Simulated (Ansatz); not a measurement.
Here is an Ansatz 0.2.0 calculation.

Contents of input.yaml:

```yaml
crystal:
  lattice:
    - [0.0, 1.89785, 1.89785]
    - [1.89785, 0.0, 1.89785]
    - [1.89785, 1.89785, 0.0]
  atoms:
    - { symbol: Rh, position: [0.0, 0.0, 0.0] }
hamiltonian:
  xc: revpbe
  pseudopotentials: { kind: paw }
kpoints:
  mp_grid: { grid: [12, 12, 12] }
  band_path:
    path:
      - [[0.0, 0.0, 0.0], [0.5, 0.0, 0.5], [0.5, 0.25, 0.75], [0.375, 0.375, 0.75], [0.0, 0.0, 0.0], [0.5, 0.5, 0.5], [0.625, 0.25, 0.625], [0.5, 0.25, 0.75], [0.5, 0.5, 0.5], [0.375, 0.375, 0.75]]
      - [[0.625, 0.25, 0.625], [0.5, 0.0, 0.5]]
    npoints: 14
scf:
  occupations: { method: fermi_dirac, width: 0.05 }
  n_extra_bands: 6
output:
  forces: true
  stress: true
  eigenvalues: true
  fatbands: false
  write_density: true
  write_potential: true
  elf: true
  volumetric_format: npy
```

Potentials or basis: Ansatz PAW.

Run with:

```sh
$ ansatz run input.yaml --threads 2 --pin off --max-ram 5632MiB --backend cpu --events-out ev --progress --plain --runs-dir out
```

Problem. Estimate the band gap on the k mesh.

Solution. None (metal or under the smearing width).

Problem. What does it give for the pressure?

Solution. 10.7 GPa.

Levels at the corners of the path, in eV from the Fermi level:
```tsv
point	band 6	band 7	band 8	band 9	band 10	band 11
Γ	-3.12	-3.12	-3.12	-1.03	-1.03	15.79
X	-6.01	0.52	0.97	0.97	3.28	12.33
W	-3.84	-3.84	-1.24	0.98	9.67	9.67
K	-4.82	-2.09	-0.72	0.36	7.91	8.65
Γ	-3.12	-3.12	-3.12	-1.03	-1.03	15.79
L	-3.20	-3.20	0.55	0.55	0.73	8.70
U	-4.82	-2.09	-0.72	0.36	7.91	8.65
W	-3.84	-3.84	-1.24	0.98	9.67	9.67
L	-3.20	-3.20	0.55	0.55	0.73	8.70
K	-4.82	-2.09	-0.72	0.36	7.91	8.65
U	-4.82	-2.09	-0.72	0.36	7.91	8.65
X	-6.01	0.52	0.97	0.97	3.28	12.33
```

Caveat: the PAW data sets come from PBE, with cores solved anew for the run's functional, which leaves a small shift of forces and pressure.
